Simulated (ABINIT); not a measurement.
# A GW chain in ABINIT: BN (P6_3mc)

How does a plane-wave GW calculation on BN (P6_3mc) run from the first input to the gap?

Method: PBEsol and many-body steps on it, plane waves, in ABINIT 10.8.3.

This is a report of a sequence of runs, with most program output left out.

The database entry behind the starting cell has ideal inner coordinates that were not refined, so it need not match the best structure at ambient conditions.

## 1. The starting structure

Symmetry: P6_3mc, No. 186, hexagonal system. Conventional cell: a = 2.536 Å, b = 2.536 Å, c = 4.199 Å, α = 90.00°, β = 90.00°, γ = 120.00°. Nearest to B lie 4 N at 1.56 to 1.57 Å. Nearest to N lie 4 B at 1.56 to 1.57 Å. Farther neighbours and most contacts between anions are not listed.

The cell and positions come from the Crystallography Open Database and are kept as given unless a step says otherwise. This is not the form that BN usually takes at ambient conditions.

## 2. Ground state

This step: ABINIT 10.8.3; DFT, PBEsol, plane waves, norm-conserving pseudopotentials.

The ground-state density comes first.

Input file run.abi:

```
acell 3*1.0 Angstrom
rprim 
  2.536000000002 -0.000000000000 0.000000000000
  -1.268000000000 2.196240423999 0.000000000000
  0.000000000000 0.000000000000 4.199000000000
ntypat 2
znucl 5 7
natom 4
typat 1 1 2 2
xred 
  0.666666666667 0.333333333333 0.000000000000
  0.333333333333 0.666666666667 0.500000000000
  0.666666666667 0.333333333333 0.375000000000
  0.333333333333 0.666666666667 0.875000000000
pp_dirpath "pseudos"
pseudos "B.upf, N.upf"
ecut 36
ngkpt 9 9 6
nshiftk 1
shiftk 0 0 0
kptopt 1
chksymbreak 0
nband 14
occopt 1
tolvrs 1e-10
nstep 60
prtwf 0
optforces 0
optstress 0
indata_prefix "in"
outdata_prefix "out"
tmpdata_prefix "tmp"
```

Command:

```sh
$ OMP_NUM_THREADS=1 mpirun -n 4 abinit run.abi > log
```

Elapsed: 29 s, on 4 MPI ranks of AMD EPYC 7571, shared host; peak memory 0.3 GiB; 1.9 min of CPU time.

This step gave:

```
total energy               : -727.6677 eV
gap                        : 5.041 eV
k of the valence top       : 0, 0, 0
k of the conduction bottom : 0.3333, 0.3333, 0
least direct gap           : 8.317 eV
```

The gap is indirect, with the least direct gap 3.28 eV higher.

## 3. Bands along the symmetry lines

The cheap functional maps the bands first; the places of the edges decide which points the dearer methods must see.

Input file run.abi:

```
acell 3*1.0 Angstrom
rprim 
  2.536000000002 -0.000000000000 0.000000000000
  -1.268000000000 2.196240423999 0.000000000000
  0.000000000000 0.000000000000 4.199000000000
ntypat 2
znucl 5 7
natom 4
typat 1 1 2 2
xred 
  0.666666666667 0.333333333333 0.000000000000
  0.333333333333 0.666666666667 0.500000000000
  0.666666666667 0.333333333333 0.375000000000
  0.333333333333 0.666666666667 0.875000000000
pp_dirpath "pseudos"
pseudos "B.upf, N.upf"
ecut 36
iscf -2
irdden 1
kptopt 0
nkpt 75
kpt 
  0.00000000 0.00000000 0.00000000
  0.06250000 0.00000000 0.00000000
  0.12500000 0.00000000 0.00000000
  0.18750000 0.00000000 0.00000000
  0.25000000 0.00000000 0.00000000
  0.31250000 0.00000000 0.00000000
  0.37500000 0.00000000 0.00000000
  0.43750000 0.00000000 0.00000000
  0.50000000 0.00000000 0.00000000
  0.47916667 0.04166667 0.00000000
  0.45833333 0.08333333 0.00000000
  0.43750000 0.12500000 0.00000000
  0.41666666 0.16666666 0.00000000
  0.39583333 0.20833333 0.00000000
  0.37500000 0.25000000 0.00000000
  0.35416666 0.29166666 0.00000000
  0.33333333 0.33333333 0.00000000
  0.29166666 0.29166666 0.00000000
  0.25000000 0.25000000 0.00000000
  0.20833333 0.20833333 0.00000000
  0.16666666 0.16666666 0.00000000
  0.12500000 0.12500000 0.00000000
  0.08333333 0.08333333 0.00000000
  0.04166667 0.04166667 0.00000000
  0.00000000 0.00000000 0.00000000
  0.00000000 0.00000000 0.06250000
  0.00000000 0.00000000 0.12500000
  0.00000000 0.00000000 0.18750000
  0.00000000 0.00000000 0.25000000
  0.00000000 0.00000000 0.31250000
  0.00000000 0.00000000 0.37500000
  0.00000000 0.00000000 0.43750000
  0.00000000 0.00000000 0.50000000
  0.06250000 0.00000000 0.50000000
  0.12500000 0.00000000 0.50000000
  0.18750000 0.00000000 0.50000000
  0.25000000 0.00000000 0.50000000
  0.31250000 0.00000000 0.50000000
  0.37500000 0.00000000 0.50000000
  0.43750000 0.00000000 0.50000000
  0.50000000 0.00000000 0.50000000
  0.47916667 0.04166667 0.50000000
  0.45833333 0.08333333 0.50000000
  0.43750000 0.12500000 0.50000000
  0.41666666 0.16666666 0.50000000
  0.39583333 0.20833333 0.50000000
  0.37500000 0.25000000 0.50000000
  0.35416666 0.29166666 0.50000000
  0.33333333 0.33333333 0.50000000
  0.29166666 0.29166666 0.50000000
  0.25000000 0.25000000 0.50000000
  0.20833333 0.20833333 0.50000000
  0.16666666 0.16666666 0.50000000
  0.12500000 0.12500000 0.50000000
  0.08333333 0.08333333 0.50000000
  0.04166667 0.04166667 0.50000000
  0.00000000 0.00000000 0.50000000
  0.50000000 0.00000000 0.50000000
  0.50000000 0.00000000 0.43750000
  0.50000000 0.00000000 0.37500000
  0.50000000 0.00000000 0.31250000
  0.50000000 0.00000000 0.25000000
  0.50000000 0.00000000 0.18750000
  0.50000000 0.00000000 0.12500000
  0.50000000 0.00000000 0.06250000
  0.50000000 0.00000000 0.00000000
  0.33333333 0.33333333 0.50000000
  0.33333333 0.33333333 0.43750000
  0.33333333 0.33333333 0.37500000
  0.33333333 0.33333333 0.31250000
  0.33333333 0.33333333 0.25000000
  0.33333333 0.33333333 0.18750000
  0.33333333 0.33333333 0.12500000
  0.33333333 0.33333333 0.06250000
  0.33333333 0.33333333 0.00000000
istwfk *1
nband 15
nbdbuf 2
tolwfr 1e-08
nstep 40
prtwf 0
prtvol 0
indata_prefix "in"
outdata_prefix "out"
tmpdata_prefix "tmp"
```

Elapsed: 29 s, on 4 MPI ranks; peak memory 0.29 GiB; 1.9 min of CPU time.

Numbers from this step:

```yaml
gap: 5.041 eV
k_of_the_valence_top: 0, 0, 0
k_of_the_conduction_bottom: 0.3333, 0.3333, 0
least_direct_gap: 8.317 eV
```

The gap is 5.041 eV, as in the run before at this level.

The electronic bands at the labelled points (eV, zero at the top of the highest filled band; v1 is the highest filled band, c1 the lowest empty one):

```csv
point,v4,v3,v2,v1,c1,c2,c3,c4
Γ,-2.14,-0.25,0.00,0.00,8.45,8.45,8.61,9.70
halfway,-3.87,-3.79,-1.62,-1.17,7.31,9.39,10.20,11.09
M,-6.99,-5.06,-4.50,-2.15,6.70,7.91,10.70,11.57
halfway,-6.64,-6.55,-4.68,-3.66,6.27,9.38,11.79,13.23
K,-7.26,-5.57,-5.49,-5.49,5.04,13.55,13.55,13.82
halfway,-5.77,-3.66,-2.23,-1.97,8.38,8.96,10.36,11.65
Γ,-2.14,-0.25,0.00,0.00,8.45,8.45,8.61,9.70
halfway,-1.88,-1.88,-0.38,-0.38,8.88,8.88,9.26,9.67
A,-1.19,-1.19,-1.19,-1.19,9.60,9.60,10.01,10.01
halfway,-4.15,-4.15,-2.71,-2.71,7.92,7.92,11.35,11.35
L,-3.83,-3.83,-3.61,-3.61,6.55,6.55,10.08,10.08
halfway,-5.84,-5.84,-3.23,-3.23,7.97,7.97,11.00,11.00
H,-7.91,-7.91,-3.07,-3.07,9.37,9.37,10.11,10.11
halfway,-4.39,-4.39,-3.52,-3.52,8.86,8.86,10.82,10.82
A,-1.19,-1.19,-1.19,-1.19,9.60,9.60,10.01,10.01
jump to L,-3.83,-3.83,-3.61,-3.61,6.55,6.55,10.08,10.08
halfway,-5.55,-4.73,-3.56,-2.72,6.79,6.83,11.07,11.82
M,-6.99,-5.06,-4.50,-2.15,6.70,7.91,10.70,11.57
jump to H,-7.91,-7.91,-3.07,-3.07,9.37,9.37,10.11,10.11
halfway,-8.31,-6.41,-4.10,-4.10,6.64,10.97,10.97,13.04
K,-7.26,-5.57,-5.49,-5.49,5.04,13.55,13.55,13.82
```

## 4. Empty states on the mesh, 3×3×2 mesh, 21 bands

The sums over transitions need many empty states on a uniform mesh; this step solves for them.

Input file run.abi:

```
acell 3*1.0 Angstrom
rprim 
  2.536000000002 -0.000000000000 0.000000000000
  -1.268000000000 2.196240423999 0.000000000000
  0.000000000000 0.000000000000 4.199000000000
ntypat 2
znucl 5 7
natom 4
typat 1 1 2 2
xred 
  0.666666666667 0.333333333333 0.000000000000
  0.333333333333 0.666666666667 0.500000000000
  0.666666666667 0.333333333333 0.375000000000
  0.333333333333 0.666666666667 0.875000000000
pp_dirpath "pseudos"
pseudos "B.upf, N.upf"
ecut 36
ngkpt 3 3 2
nshiftk 1
shiftk 0 0 0
kptopt 1
chksymbreak 0
iscf -2
irdden 1
istwfk *1
nband 21
nbdbuf 4
tolwfr 1e-09
nstep 60
prtvol 0
indata_prefix "in"
outdata_prefix "out"
tmpdata_prefix "tmp"
```

The job ended after 8.6 s (4 MPI ranks; peak memory 0.26 GiB; 33 s of CPU time).

This step gave:

| Quantity | Value |
| --- | --- |
| gap | 5.041 eV |
| k of the valence top | 0, 0, 0 |
| k of the conduction bottom | 0.3333, 0.3333, 0 |
| least direct gap | 8.446 eV |
| k points computed | 6 |
| lowest point of the top converged band, above the valence top | 17.51 eV |

On this mesh the gap is 5.041 eV.

## 5. Screening, 3×3×2 mesh, 17 bands, screening to 87.1 eV

The RPA dielectric matrix is built and inverted for each q.

This step: RPA screening on PBEsol, plane waves, norm-conserving pseudopotentials.

Changes to run.abi since step 4:

```diff
@@ -22,10 +22,11 @@
 chksymbreak 0
-iscf -2
-irdden 1
 istwfk *1
-nband 21
-nbdbuf 4
-tolwfr 1e-09
-nstep 60
-prtvol 0
+occopt 1
+irdwfk 1
+optdriver 3
+nband 17
+ecuteps 3.2
+inclvkb 2
+awtr 1
+symchi 1
 indata_prefix "in"
```

Wall time 5.6 s (4 MPI ranks); peak memory 0.21 GiB.

Numbers from this step:

* ε∞ with local fields, on this mesh, along the program's q direction: 5.168
* the same without local fields: 5.315
* plasma frequency: 30.71 eV
* plane waves in the screening matrix: 37

Local fields lower ε∞ by 3 %. On a Γ-centred mesh this coarse the value itself is usually too large, while a short band sum pulls it down.

## 6. Self-energy, 3×3×2 mesh, 17 bands, screening to 87.1 eV

The self-energy is evaluated for the states that the input lists, and the levels follow from it, in one-shot runs by the linearised quasiparticle equation.

This step: G0W0 on PBEsol, plane waves, norm-conserving pseudopotentials.

Changes to run.abi since step 5:

```diff
@@ -25,8 +25,17 @@
 irdwfk 1
-optdriver 3
+optdriver 4
 nband 17
+gwcalctyp 0
+ecutsigx 36
+symsigma 1
+nkptgw 2
+kptgw 
+  0.0000000000 0.0000000000 0.0000000000
+  0.3333333333 0.3333333333 0.0000000000
+bdgw 
+  7 10
+  7 11
 ecuteps 3.2
-inclvkb 2
-awtr 1
-symchi 1
+irdscr 1
+ppmodel 1
 indata_prefix "in"
```

Run time: 6.1 s. Hardware: 4 MPI ranks; peak memory 0.27 GiB.

Numbers from this step:

* G0W0 gap on the points computed: 6.878 eV
* starting gap on the mesh: 5.041 eV
* k of the valence top: 0, 0, 0
* k of the conduction bottom: 0.3333, 0.3333, 0
* Z at the valence top: 0.837
* Z at the conduction bottom: 0.87
* least direct G0W0 gap on the computed points: 10.90 eV

The gap on the mesh goes from 5.04 eV to 6.88 eV, a correction of +1.84 eV.

Limits: finite bands, cutoff and mesh; coarse k mesh. v1 is the top filled band, c1 the lowest empty one. The levels before and after the correction (eV, zero at the valence-band top of each column):

```csv
,conduction bottom,valence top
Kohn-Sham,5.04,0.00
G0W0,6.88,0.00
```

```csv
,level,energy (eV)
Kohn-Sham,Γ v2-v1,0.000
Kohn-Sham,Γ c1-c2,8.446
Kohn-Sham,(0.333 0.333 0) v2-v1,-5.489
Kohn-Sham,(0.333 0.333 0) c1,5.041
Kohn-Sham,(0.333 0.333 0) c2-c3,13.547
G0W0,Γ v2-v1,0.000
G0W0,Γ c1-c2,10.902
G0W0,(0.333 0.333 0) v2-v1,-6.199
G0W0,(0.333 0.333 0) c1,6.878
G0W0,(0.333 0.333 0) c2-c3,16.463
```

## 7. Where the time went

Times are wall times on 4 MPI ranks of AMD EPYC 7571, shared host, good to a factor of about two.

```csv
step,time,share,memory (GiB)
ground state,29 s,37 %,0.3
bands along the symmetry lines,29 s,37 %,0.29
empty states on the mesh,8.6 s,11 %,0.26
screening,5.6 s,7 %,0.21
self-energy,6.1 s,8 %,0.27
```

## 8. Summary of results

| Quantity | Value |
| --- | --- |
| PBEsol gap | 5.04 eV, indirect |
| G0W0 gap on the mesh | 6.88 eV |
| GW settings | 3×3×2 mesh, 17 bands, screening to 87.1 eV, Godby-Needs plasmon pole |
| known limits | not at the basis limit; coarse k mesh |

In words: G0W0 moves the gap on the mesh from 5.04 eV to 6.88 eV (+1.84 eV), with Z of 0.84 and 0.87 at the edges. Local fields lower the RPA ε∞ on this mesh from 5.31 to 5.17; a Γ-centred mesh this coarse tends to raise both, most where the direct gap is narrow, while a short band sum lowers them. Only 2 of the mesh's irreducible points were corrected, so a valley elsewhere could overtake. Bands and cutoff are finite, so the gap is not at the basis limit. The miss can reach some tenths of an eV and take either sign; the mesh is an error of its own. In the G0W0 run levels were corrected at 2 k points alone, so a gap called «on the mesh» is the least over those, and an edge elsewhere would be missed. The 3×3×2 mesh is coarse for this cell, which bears on the long-range parts of exchange and screening.

[Paths, hosts, dates, memory and timing lines, banners, echoed tables and standing remarks are left out of the program output.]

[Logs are printed without paths, hosts, clocks, repeated set-up lines and the standing remarks that a program may print on its own settings, such as how far it seeks lower states.]

[Runs of the session that timed out or met a known fault of the program may be left out.]

[Hosts, paths, dates, database ids (printed as entryN), source tags and the programs' standing remarks are cut or masked in the printed files.]

[G0W0 gaps are taken among the corrected bands and points alone; a level outside them can change the order at an edge.]

[Where Ansatz stands beside ABINIT at settings called matched, ABINIT's density can come from a denser mesh and the files from another edition; pairs whose starting gaps differed by over 0.03 eV were left out, so agreement reads better than it is.]
